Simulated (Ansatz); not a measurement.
HfN: energy along a strain

HfN, Fm-3m, a = 4.518 Å (as given, not relaxed at this level: 5.4 GPa). Ansatz: PBE, PAW, 420 eV, Γ-centred 18×18×18 mesh on 2 atoms, Gaussian smearing 0.15 eV; no spin polarisation. Cell vectors (Å): 0.000 2.259 2.259; 2.259 0.000 2.259; 2.259 2.259 0.000. The cell is strained by x per cent times the pattern (0 0 0 1 0 0) in the order xx yy zz yz xz xy (engineering shears), with fractional coordinates held. y is the free energy over the start, V0 = 11.528 Å³/atom. Symmetry makes y even in x. Points with a strain past 8.5 % were computed too (4) and aren't used here.

| x (%) | y (meV/atom) |
| --- | --- |
| -7.50 | 25.19 |
| 0.00 | 0.00 |
| 1.87 | 1.53 |
| 3.75 | 6.17 |
| 5.62 | ? |

Fit y = c2 x² + c4 x⁴ to the other rows, get the stiffness along the pattern, and predict the missing energy.

Least squares on the rows shown. y = 0.43583 x² + 0.00021314 x⁴. The clamped-ion stiffness p·C·p = 2 × 4.358 eV × 160.2 / 11.528 Å³ = 121 GPa, which is C44 in these axes (second derivative at the start, which stands under stress). At x = 5.62 the fit asked for gives 13.98 meV/atom. The run gave 13.95 meV/atom, so the fit is 0.03 meV/atom too high, a small miss on the scale of the series.

The cell has an odd number of electrons and ran without spin polarisation, so a magnetic or disproportionated state may lie lower. Spin–orbit coupling is left out, which can shift energies with elements as heavy as these.

The energy rises almost quadratically, with slight stiffening at larger shear, so the rocksalt lattice resists this distortion throughout the range shown. To first order the shear changes the Hf–N bond angles but not the nearest-neighbour bond lengths. The 121 GPa therefore mainly reflects the directional Hf d–N p bonding, together with changes in the Hf–Hf and N–N contacts. The positive quartic term probably comes from bond stretching, which enters only at second order, and from growing repulsion along the shortened face diagonal.

Holding the fractional coordinates costs nothing here: both sites remain inversion centres under homogeneous strain, so no internal force arises and the clamped-ion C44 is also the relaxed-ion one. HfN has one valence electron more than is needed to fill the p–d bonding bands. It occupies metal d states of largely t2g character, which makes the compound metallic and probably limits its shear stiffness. A positive curvature along this one path doesn't establish stability against tetragonal strain or finite-wavevector phonons.
